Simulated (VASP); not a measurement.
Ta2N: single point with PBE

Ta2N:

```
Ta N
1.0
     3.11286    0.00000    0.00000
    -1.55643    2.69582    0.00000
     0.00000    0.00000    4.86984
Ta N
2 1
Direct
  0.32460 0.65342 0.25129
  0.69069 0.34223 0.74321
  0.99834 0.00588 0.00396
```

The cell comes from a database or a generator and needn't be the stable form of this composition.

The cell isn't the ideal one: atoms moved at random, drawn with an rms of 0.05 Å.

```yaml
Program: VASP 6.6.1
Task: single point
Functional: PBE
Potentials_or_basis: VASP PAW PBE potentials, release 64 (Ta_pv, N)
Cutoff: 520 eV
k_mesh: 10 × 10 × 6
Occupations: fermi-dirac, width 0.05 eV
Spin: no spin polarisation
Further_INCAR_settings: ALGO = Normal; EDIFF = 1e-07; NBANDS = 20
```

* Pressure: -0.1 GPa
* Largest force: 0.778 eV/Å
* Band gap on the k mesh: none (metal or under the smearing width)

Forces on the atoms (eV/Å):
```
Ta  -0.053  0.370  0.372
Ta  -0.439  0.008  0.096
N    0.492 -0.378 -0.469
```

Stress tensor (GPa, compression positive):
```
-0.48  0.11  0.98
 0.11 -0.26  1.17
 0.98  1.17  0.32
```

Levels at points of the mesh, in eV from the Fermi level:
| k point | band 11 | band 12 | band 13 | band 14 | band 15 | band 16 |
| --- | --- | --- | --- | --- | --- | --- |
| (0.00, 0.00, 0.00) | -4.97 | -0.79 | -0.36 | -0.12 | 0.05 | 0.38 |
| (0.50, 0.00, 0.00) | -4.45 | -2.58 | -1.49 | 1.86 | 1.99 | 3.59 |
| (0.00, 0.50, 0.00) | -4.55 | -2.64 | -1.33 | 1.54 | 1.92 | 3.67 |
| (0.50, 0.50, 0.00) | -4.53 | -2.63 | -1.35 | 1.55 | 2.03 | 3.65 |
| (0.00, 0.00, 0.50) | -2.89 | -2.64 | -1.15 | -1.07 | 1.66 | 1.74 |
| (0.50, 0.00, 0.50) | -3.20 | -2.28 | -2.10 | -0.05 | 0.77 | 3.28 |
| (0.00, 0.50, 0.50) | -3.34 | -2.21 | -2.02 | -0.41 | 0.77 | 3.22 |
| (0.50, 0.50, 0.50) | -3.33 | -2.19 | -2.08 | -0.27 | 0.77 | 3.21 |

Wall time 2.5 min on 1 thread of AMD EPYC 9R45 (Zen 5), with other jobs on the host, peak memory 0.3 GiB.

Spin-orbit coupling is left out, which matters for the levels of Ta.
